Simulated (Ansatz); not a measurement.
Ansatz input

```yaml
crystal:
  lattice:
    - [0.0, 2.7782605058, 2.7782605058]
    - [2.7782605058, 0.0, 2.7782605058]
    - [2.7782605058, 2.7782605058, 0.0]
  atoms:
    - { symbol: Os, position: [0.125, 0.125, 0.125] }
    - { symbol: Os, position: [0.875, 0.875, 0.875] }
hamiltonian:
  xc: pbe
  pseudopotentials:
    kind: paw
    azcp:
      Os: "pseudopotentials/Os.paw.azcp"
basis:
  ecutwfc: 420
  fft_grid_basis: typed
kpoints:
  mp_grid: { grid: [16, 16, 16], shift: [0, 0, 0] }
magnetization:
  spin_polarized: false
scf:
  occupations: { method: fermi_dirac, width: 0.1 }
output:
  write_density: true
  write_potential: true
  elf: true
  volumetric_format: npy
```

Output

```
Engine: ansatz 0.2.0, x86_64-unknown-linux-gnu
Pseudopotentials: kind: paw
Pseudopotential: Os, paw, valence charge 16, recommended cutoff 420 eV (normal) 
Functional definition: PBE
  parameter kappa = 0.804
  parameter beta = 0.06672455060314922
  exchange = pbe_x(kappa = kappa, mu = beta*pi^2/3)
  correlation = pbe_c(beta = beta)
Crystal: 2 atoms, lattice volume = 42.889 Å³
Basis set: ecut = 420 eV, 869 PW (Γ)
Bands: 20, of which v1, the nominal top of the filled ones, is band 16 counted from 1 (15 counted from 0)
Symmetry: 48 space group operations
Space group: Fd-3m (ITA 227), of the structure as read, at distance tolerance 3.5e-5 Å
k-points: 145 of 4096
Non-local potential: Os, projectors of the file, l = 0: 3, l = 1: 2, l = 2: 2, l = 3: 1
PAW form: soft (Blöchl's): semilocal exchange-correlation on the pseudo side does not see the compensation charge
PAW one-centre angular grid: Os, 590 points (default); XC on 64 Gauss nodes
Initial density: superposition of atomic densities (neutral atoms: chi_scale 0, normalization atom), corrected by the library's trained network
Initial wavefunctions: pseudopotential atomic-orbital guess
Functional: x = pbe(κ = 0.804, μ = 0.2195149727645171), c = pbe(β = 0.06672455060314922)
SCF iter   1: F=—  HF=-22766.544417 eV  |F-HF|=—  |Δ(HF+E_count)|=         —  Δρ=9.44e-3  dr2=4.90e-2  ethr=1.77e-3  ⟨swp⟩=5.1  Hψ=11965  notcnv=0
SCF iter   2: F=—  HF=-22766.536104 eV  |F-HF|=—  |Δ(HF+E_count)|=   8.31e-3  Δρ=4.93e-3  dr2=1.48e-2  ethr=1.53e-4  ⟨swp⟩=1.2  Hψ=4232  notcnv=0
SCF iter   3: F=—  HF=-22766.533490 eV  |F-HF|=—  |Δ(HF+E_count)|=   2.61e-3  Δρ=1.04e-3  dr2=5.62e-4  ethr=4.61e-5  ⟨swp⟩=2.0  Hψ=4066  notcnv=0
SCF iter   4: F=—  HF=-22766.533524 eV  |F-HF|=—  |Δ(HF+E_count)|=   3.34e-5  Δρ=2.47e-4  dr2=4.12e-5  ethr=1.76e-6  ⟨swp⟩=2.3  Hψ=4141  notcnv=0
SCF iter   5: F=—  HF=-22766.533529 eV  |F-HF|=—  |Δ(HF+E_count)|=   5.42e-6  Δρ=7.44e-5  dr2=1.90e-6  ethr=1.29e-7  ⟨swp⟩=2.0  Hψ=4083  notcnv=0
SCF iter   6: F=-22766.533532 eV  HF=-22766.533532 eV  |F-HF|=1.82e-7  |Δ(HF+E_count)|=   2.48e-6  Δρ=1.74e-5  dr2=9.77e-8  ethr=3.13e-10  ⟨swp⟩=1.3  Hψ=7932  notcnv=0
SCF 1 converged in 6 iterations: F = -22766.533532 eV  dr2 = 9.77e-8
SCF converged after 6 iterations
Free energy (F): -22766.533532 eV
Harris-Foulkes:  -22766.533532 eV  (|F-HF|=1.82e-7)
Internal energy: -22766.476167 eV  (E = F + TS)
E sigma→0 (E₀):  -22766.504850 eV
Entropy (-TS):   -0.057365 eV (-28.682 meV/atom)
Fermi energy:    15.194642 eV
--- Per-component energies (eV) ---
  E_band       = -455.951096
  E_kinetic    = 1119.249140
  E_local      = -2923.590711  (includes V_loc(G=0)·N_el)
  E_nonlocal   = -0.514341
  E_hartree    = 1165.543062
  E_xc         = -529.289628
  E_vxc        = -562.427216  (∫ρ·V_xc dr)
  E_paw        = -18024.161981  (= ΣΔE_a)
  E_vpaw       = -419.752392  (= ΣTr[D̂ρ^β])
  E_aug_tail   = -0.000141  (compensation charges beyond the density's cutoff)
  E_ewald      = -3573.711568
  E_smearing   = -0.057365  (= −TS)
  E_closure    = 0.000000  (closes the sum)
  Σ components = -22766.533532   (vs F -22766.533532, Δ=0.00e0)
--- Band table (eV; the first three rows and the last of 145) ---
  k-point 0: bands = ["-71.0062", "-70.7178", "-30.7630", "-30.7630", "-30.7630", "-29.9057", "-29.9057", "-29.9057", "7.6434", "11.0395", "11.0395", "11.6575", "11.6575", "11.6575", "14.6557", "14.6557", "14.6557", "17.7283", "17.7283", "26.2879"]
  k-point 1: bands = ["-71.0041", "-70.7199", "-30.7667", "-30.7667", "-30.7620", "-29.9071", "-29.9017", "-29.9017", "7.7154", "10.9909", "10.9909", "11.6471", "11.7355", "11.7355", "14.5733", "14.6432", "14.6432", "17.7218", "17.7218", "26.0161"]
  k-point 2: bands = ["-70.9981", "-70.7260", "-30.7772", "-30.7772", "-30.7591", "-29.9109", "-29.8907", "-29.8907", "7.9264", "10.9051", "10.9051", "11.6189", "11.8967", "11.8967", "14.3500", "14.6211", "14.6211", "17.6989", "17.6989", "25.2508"]
  k-point 144: bands = ["-70.8628", "-70.8628", "-30.9436", "-30.9436", "-30.3397", "-30.3397", "-29.7182", "-29.7182", "10.2581", "10.2581", "11.4856", "11.4856", "13.1355", "13.1355", "13.2901", "13.2901", "17.9253", "17.9253", "17.9530", "17.9530"]
```

Launched by

```sh
ansatz run input.yaml --threads 1 --pin off --max-ram 3584MiB --backend cpu --events-out ev --progress --plain --runs-dir out
```

On 1 thread of Intel(R) Xeon(R) Platinum 8259CL CPU @ 2.50GHz (Skylake/Cascade Lake) (shared host) this took about 8.4 s of wall time and 8.3 s of CPU time.
